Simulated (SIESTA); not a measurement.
GaAs under changes of volume

One of the cells (23.041 Å³/atom); the others are scaled copies at fixed shape and fractional positions:

```
CELL_PARAMETERS angstrom
0.00000 2.84557 2.84557
2.84557 0.00000 2.84557
2.84557 2.84557 0.00000
ATOMIC_POSITIONS crystal
As 0.75000 0.75000 0.75000
Ga 0.00000 0.00000 0.00000
```

| Item | Value |
| --- | --- |
| Program | SIESTA 5.4.2 |
| Functional | PBE |
| Potentials or basis | PseudoDojo 0.4 standard (PBE files) |
| Basis | DZP (energy shift 0.002 Ry; radii capped at 9.5 bohr) |
| Grid cutoff | 800 Ry |
| Energy shift | 0.002 Ry |
| k mesh | 8 × 8 × 8 |
| Occupations | fermi-dirac, width 0.05 eV |
| Spin | no spin polarisation |

```tsv
volume (Å³/atom)	energy over the lowest point (meV/atom)	pressure (GPa)	gap on the mesh (eV)
21.234	95.88	11.4	1.11
21.686	66.90	9.2	0.91
22.138	43.91	7.2	0.73
23.041	?	?	?
23.493	4.66	2.3	0.24
23.945	0.00	1.1	0.09
```

What does the run at 23.041 Å³/atom give?

Energy over the lowest point 13.25 meV/atom; pressure 3.8 GPa; gap on the mesh 0.40 eV.

Worked out: A Birch-Murnaghan fit of order 3 (a polynomial in V^(-2/3)) to the other rows has its minimum at 24.32 Å³/atom, just outside them, with B0 = V·E''(V) = 62 GPa and B' = 4.4. It gives 13.27 meV/atom at 23.041 Å³/atom, against the run's 13.25, and -dE/dV = 3.8 GPa, against 3.8.

Energies are extrapolated to zero smearing.

Caveats: semicore shells carry a single zeta, which can move pressures by several GPa and volumes by a few percent; the basis of atomic orbitals isn't converged, which shifts pressures, moduli and gaps.

A mesh can miss the band edges. Spin-orbit coupling on As, Ga is left out.
